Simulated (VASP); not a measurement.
# CdSe (P6_3mc) in VASP: notebook

CdSe is run at these levels: PBE, r2SCAN; tasks: single point.

Everything below comes from runs of VASP 6.6.1. Logs are shortened: lines on timing, memory, paths and dates and some standing lists are left out, and cuts for length are marked.

**What was measured.**

A printed reference work, data compilation reports, for a bulk crystal of CdSe at 2 K: band gap 1.841 eV.

How close the calculation comes is told below.

## (1) The cell of the first run

It takes space group P6_3mc (No. 186, hexagonal). Conventional cell: a = 4.383 Å, b = 4.383 Å, c = 7.154 Å, α = 90.00°, β = 90.00°, γ = 120.00°. Within 3.5 Å of Cd (site symmetry 3m) lie 4 Se at 2.68 to 2.69 Å. Within 3.5 Å of Se (site symmetry 3m) lie 4 Cd at 2.68 to 2.69 Å.

## (2) Single point, PBE

Input file INCAR:

```
SYSTEM = CdSe
ALGO     = Normal         ! electronic algorithm
EDIFF    = 1E-6           ! SCF threshold, eV
ENCUT    = 520            ! plane-wave cutoff, eV
GGA      = PE             ! functional
ISIF     = 2              ! what is computed and relaxed
ISMEAR   = 0              ! smearing method
LASPH    = .TRUE.         ! aspherical terms in the spheres
LCHARG   = .FALSE.        ! write CHGCAR
LREAL    = .FALSE.        ! projectors in reciprocal space
LWAVE    = .FALSE.        ! write WAVECAR
NBANDS   = 26             ! bands
NELM     = 100            ! most SCF steps
PREC     = Accurate       ! precision mode
SIGMA    = 0.02           ! smearing width, eV
```

Input file KPOINTS:

```
k-points
0
G
  12 12 6
  0 0 0
```

Input file POSCAR:

```
CdSe
1.0
    4.3833795273      0.0000000000      0.0000000000
   -2.1916897636      3.7961180251      0.0000000000
    0.0000000000      0.0000000000      7.1535456852
Cd Se
2 2
Direct
    0.3333333333      0.6666666667      0.0045810803
    0.6666666667      0.3333333333      0.5045810803
    0.3333333333      0.6666666667      0.3804189197
    0.6666666667      0.3333333333      0.8804189197
```

Potentials or basis: VASP PAW PBE potentials, release 64 (Cd, Se).

Started as:

```
$ cat potpaw_PBE.64/Cd/POTCAR potpaw_PBE.64/Se/POTCAR > POTCAR
$ mpirun -np 1 vasp_std > vasp.out
```

OUTCAR:

```text
SYSTEM = CdSe
   EDIFF = 1E-6
   ENCUT = 520
   GGA = PE
   ISIF = 2
   ISMEAR = 0
   LASPH = .TRUE.
   LREAL = .FALSE.
   NELM = 100
   PREC = Accurate

 ion  position               nearest neighbor table
   1  0.333  0.667  0.005-   4 2.68   4 2.68   4 2.68   3 2.69
   2  0.667  0.333  0.505-   3 2.68   3 2.68   3 2.68   4 2.69
   3  0.333  0.667  0.380-   2 2.68   2 2.68   2 2.68   1 2.69
   4  0.667  0.333  0.880-   1 2.68   1 2.68   1 2.68   2 2.69

  LATTYP: Found a hexagonal cell.
 ALAT       =     4.3833795273
 C/A-ratio  =     1.6319704102

  Lattice vectors:

 A1 = (   4.3833795273,   0.0000000000,   0.0000000000)
 A2 = (  -2.1916897636,   3.7961180251,   0.0000000000)
 A3 = (   0.0000000000,   0.0000000000,   7.1535456852)

Analysis of symmetry for initial positions (statically):
=====================================================================
 Subroutine PRICEL returns:
 Original cell was already a primitive cell.

 Routine SETGRP: Setting up the symmetry group for a
 hexagonal supercell.

 Subroutine GETGRP returns: Found 12 space group operations
 (whereof  6 operations were pure point group operations)
 out of a pool of 24 trial point group operations.

The static configuration has the point symmetry C_3v.
 The point group associated with its full space group is C_6v.

Analysis of symmetry for dynamics (positions and initial velocities):
=====================================================================
 Subroutine PRICEL returns:
 Original cell was already a primitive cell.

 Routine SETGRP: Setting up the symmetry group for a
 hexagonal supercell.

 Subroutine GETGRP returns: Found 12 space group operations
 (whereof  6 operations were pure point group operations)
 out of a pool of 24 trial point group operations.

The dynamic configuration has the point symmetry C_3v.
 The point group associated with its full space group is C_6v.

 Subroutine INISYM returns: Found 12 space group operations
 (whereof  6 operations are pure point group operations),
 and found     1 'primitive' translations

----------------------------------------------------------------------------------------

                                     Primitive cell

  volume of cell :     119.0338

  direct lattice vectors                    reciprocal lattice vectors
     4.383379527  0.000000000  0.000000000     0.228134478  0.131713502  0.000000000
    -2.191689764  3.796118025  0.000000000     0.000000000  0.263427004  0.000000000
     0.000000000  0.000000000  7.153545685     0.000000000  0.000000000  0.139790818

  length of vectors
     4.383379527  4.383379527  7.153545685     0.263427004  0.263427004  0.139790818

  position of ions in fractional coordinates (direct lattice)
     0.333333333  0.666666667  0.004581080
     0.666666667  0.333333333  0.504581080
     0.333333333  0.666666667  0.380418920
     0.666666667  0.333333333  0.880418920

  ion indices of the primitive-cell ions
   primitive index   ion index
                 1           1
                 2           2
                 3           3
                 4           4

----------------------------------------------------------------------------------------

 KPOINTS: k-points

Automatic generation of k-mesh.
 Grid dimensions read from file:
 generate k-points for:   12   12    6

 Generating k-lattice:

  Cartesian coordinates                     Fractional coordinates (reciprocal lattice)
     0.019011206  0.010976125  0.000000000     0.083333333  0.000000000  0.000000000
     0.000000000  0.021952250  0.000000000     0.000000000  0.083333333  0.000000000
     0.000000000  0.000000000  0.023298470     0.000000000  0.000000000  0.166666667

  Length of vectors
     0.021952250  0.021952250  0.023298470

  Shift w.r.t. Gamma in fractional coordinates (k-lattice)
     0.000000000  0.000000000  0.000000000

 Subroutine IBZKPT returns following result:
 ===========================================

 Found     76 irreducible k-points:

 Following reciprocal coordinates:
            Coordinates               Weight
  0.000000  0.000000  0.000000      1.000000
  0.083333  0.000000  0.000000      6.000000
  0.166667  0.000000  0.000000      6.000000
  0.250000  0.000000  0.000000      6.000000
  0.333333  0.000000  0.000000      6.000000
  0.416667  0.000000  0.000000      6.000000
[... 16 lines left out ...]
  0.250000  0.000000  0.166667     12.000000
  0.333333  0.000000  0.166667     12.000000
 [... further k-points ...]
   k-points           NKPTS =     76   k-points in BZ     NKDIM =     76   number of bands    NBANDS=     26
   number of dos      NEDOS =    301   number of ions     NIONS =      4
   total plane-waves  NPLWV =  69984
   dimension x,y,z NGX =    36 NGY =   36 NGZ =   54
   dimension x,y,z NGXF=    72 NGYF=   72 NGZF=  108
   ions per type =               2   2
   NGX,Y,Z   is equivalent  to a cutoff of  13.65, 13.65, 12.55 a.u.
   NGXF,Y,Z  is equivalent  to a cutoff of  27.31, 27.31, 25.10 a.u.
 SYSTEM =  CdSe
   PREC   = accura    normal or accurate (medium, high low for compatibility)
   ISTART =      0    job   : 0-new  1-cont  2-samecut
   ICHARG =      2    charge: 1-file 2-atom 10-const
   ISPIN  =      1    spin polarized calculation?
   LNONCOLLINEAR =      F non collinear calculations
   LSORBIT =      F    spin-orbit coupling
   LASPH  =      T    aspherical Exc in radial PAW
   ENCUT  =  520.0 eV  38.22 Ry    6.18 a.u.   8.15  8.15 13.30*2*pi/ulx,y,z
   NELM   =    100;   NELMIN=  2; NELMDL= -5     # of ELM steps
   EDIFF  = 0.1E-05   stopping-criterion for ELM
   LREAL  =      F    real-space projection
   EDIFFG = 0.1E-04   stopping-criterion for IOM
   NSW    =      0    number of steps for IOM
   IBRION =     -1    ionic relax: 0-MD 1-quasi-New 2-CG
   NFREE  =      0    steps in history (QN), initial steepest desc. (CG)
   ISIF   =      2    stress and relaxation
   ISYM   =      2    0-nonsym 1-usesym 2-fastsym
   POTIM  = 0.5000    time-step for ionic-motion
   TEBEG  =    0.0;   TEEND  =   0.0 temperature during run
   PSTRESS=    0.0 pullay stress
   NELECT =      36.0000    total number of electrons
   NUPDOWN=      -1.0000    fix difference up-down
   EMIN   =  10.00;   EMAX   =-10.00  energy-range for DOS
   EFERMI =   0.00;   METHOD = LEGACY
   ISMEAR =     0;   SIGMA  =   0.02  broadening in eV -4-tet -1-fermi 0-gaus
   EFERMI_NEDOS =   21; number of points for ismear=-14 and -15
   IALGO  =     38    algorithm
   IMIX   =      4    mixing-type and parameters
     AMIX     =   0.40;   BMIX     =  1.00
     AMIX_MAG =   1.60;   BMIX_MAG =  1.00
  volume/ion in A,a.u.               =      29.76       200.82
  Fermi-wavevector in a.u.,A,eV,Ry     =   1.098885  2.076592 16.429694  1.207548
  Thomas-Fermi vector in A             =   2.235270
   LORBIT       =      0    0 simple, 1 ext, 2 COOP (PROOUT), +10 PAW based schemes
   GGA     = PE    functional components
   LHFCALC =     F    Hartree Fock is set to
   AEXX    =    0.0000 exact exchange contribution
   IVDW    =     0    specifies the selected vdW correction
   LEPSILON=     F    determine dielectric tensor
   LRPA    =     F    only Hartree local field effects (RPA)
 non-spin polarized calculation
 Gauss-broadening in eV      SIGMA  =   0.02
  energy-cutoff  :      520.00
  volume of cell :      119.03
 maximum number of plane-waves:      3232
 NGX is ok and might be reduce to    36
   NGX = 17   NGY = 17   NGZ = 27

 number of electron      36.0000003 magnetization

 Free energy of the ion-electron system (eV)
  ---------------------------------------------------
  ext. energy  EPLUGINS =         0.00000000
  ---------------------------------------------------
  free energy    TOTEN  =       -10.99559135 eV

  energy without entropy =      -10.99559135  energy(sigma->0) =      -10.99559135

 E-fermi :   0.6458     XC(G=0):  -8.6261

 val. band max:        0.5146804846   @ k =   0.0000   0.0000   0.0000
 cond. band min:       1.0563552784   @ k =   0.0000   0.0000   0.0000
 fundamental gap:      0.5416747938
 Fermi energy:         0.6457971528

 k-point     1 :       0.0000    0.0000    0.0000
  band No.  band energies     occupation
      1     -11.7855      2.00000
      2     -11.4564      2.00000
      3      -7.2409      2.00000
      4      -7.2359      2.00000
      5      -7.2359      2.00000
      6      -7.1783      2.00000
[... 18 lines left out ...]
     25       7.4703      0.00000
     26       8.0144      0.00000

 k-point     2 :       0.0833    0.0000    0.0000
  band No.  band energies     occupation
      1     -11.7664      2.00000
      2     -11.4475      2.00000
      3      -7.2357      2.00000
      4      -7.2291      2.00000
      5      -7.2199      2.00000
      6      -7.1701      2.00000
[... 18 lines left out ...]
     25       7.6253      0.00000
     26       7.8999      0.00000

 k-point     3 :       0.1667    0.0000    0.0000
  band No.  band energies     occupation
      1     -11.7132      2.00000
      2     -11.4240      2.00000
      3      -7.2189      2.00000
      4      -7.2114      2.00000
      5      -7.1757      2.00000
      6      -7.1443      2.00000
[... 18 lines left out ...]
     25       7.6522      0.00000
     26       8.0546      0.00000

 k-point     4 :       0.2500    0.0000    0.0000
  band No.  band energies     occupation
      1     -11.6374      2.00000
      2     -11.3944      2.00000
      3      -7.1984      2.00000
      4      -7.1900      2.00000
      5      -7.1211      2.00000
      6      -7.1095      2.00000
[... 18 lines left out ...]
     25       7.8241      0.00000
     26       8.4098      0.00000
[... 496 lines left out ...]
      1     -11.6934      2.00000
      2     -11.4427      2.00000
      3      -7.2123      2.00000
      4      -7.2075      2.00000
      5      -7.1676      2.00000
      6      -7.1490      2.00000
[... 18 lines left out ...]
     25       7.7645      0.00000
     26       7.9160      0.00000

 k-point    23 :       0.2500    0.0000    0.1667
  band No.  band energies     occupation
      1     -11.6203      2.00000
      2     -11.4097      2.00000
      3      -7.1936      2.00000
      4      -7.1848      2.00000
      5      -7.1259      2.00000
      6      -7.1151      2.00000
[... 18 lines left out ...]
     25       7.8643      0.00000
     26       8.5211      0.00000

 k-point    24 :       0.3333    0.0000    0.1667
  band No.  band energies     occupation
      1     -11.5424      2.00000
      2     -11.3808      2.00000
      3      -7.1784      2.00000
      4      -7.1660      2.00000
      5      -7.0920      2.00000
      6      -7.0821      2.00000
[... 18 lines left out ...]
     25       8.0370      0.00000
     26       8.8130      0.00000

 [... further k-points ...]
[... 5 lines left out ...]
  --------------------------------------------------------------------------------------
  -------------------------------------------------------------------------------------
  Total        0.1790042      0.1790042      0.1845352      0.0000000     -0.0000000      0.0000000
  in kB        2.4093708      2.4093708      2.4838175      0.0000000     -0.0000000      0.0000000
  external PRESSURE =       2.4341864 kB  Pullay stress =       0.0000000 kB

 VOLUME and BASIS-vectors are now :
 -----------------------------------------------------------------------------
  energy-cutoff  :      520.00
  volume of cell :      119.03
      direct lattice vectors                 reciprocal lattice vectors
     4.383379527  0.000000000  0.000000000     0.228134478  0.131713502  0.000000000
    -2.191689764  3.796118025  0.000000000     0.000000000  0.263427004  0.000000000
     0.000000000  0.000000000  7.153545685     0.000000000  0.000000000  0.139790818

 POSITION                                       TOTAL-FORCE (eV/Angst)
 -----------------------------------------------------------------------------------
     -0.00000      2.53075      0.03277         0.000000     -0.000000      0.001919
      2.19169      1.26537      3.60954        -0.000000      0.000000      0.001919
     -0.00000      2.53075      2.72134         0.000000      0.000000     -0.001919
      2.19169      1.26537      6.29812        -0.000000     -0.000000     -0.001919
 -----------------------------------------------------------------------------------
    total drift:                               -0.000000     -0.000000      0.000462

  FREE ENERGIE OF THE ION-ELECTRON SYSTEM (eV)
  ---------------------------------------------------
  free  energy   TOTEN  =       -10.9955913522 eV

  energy  without entropy=      -10.9955913522  energy(sigma->0) =      -10.99559135
```

Wall time 1.7 min (1 thread of Intel Xeon 6975P-C (Granite Rapids), shared host); peak memory 0.38 GiB.

What came out:

```
Free energy            : -10.9956 eV
Pressure               : 0.2 GPa
Band gap on the k mesh : 0.54 eV
```

[end of part 1 of 2]
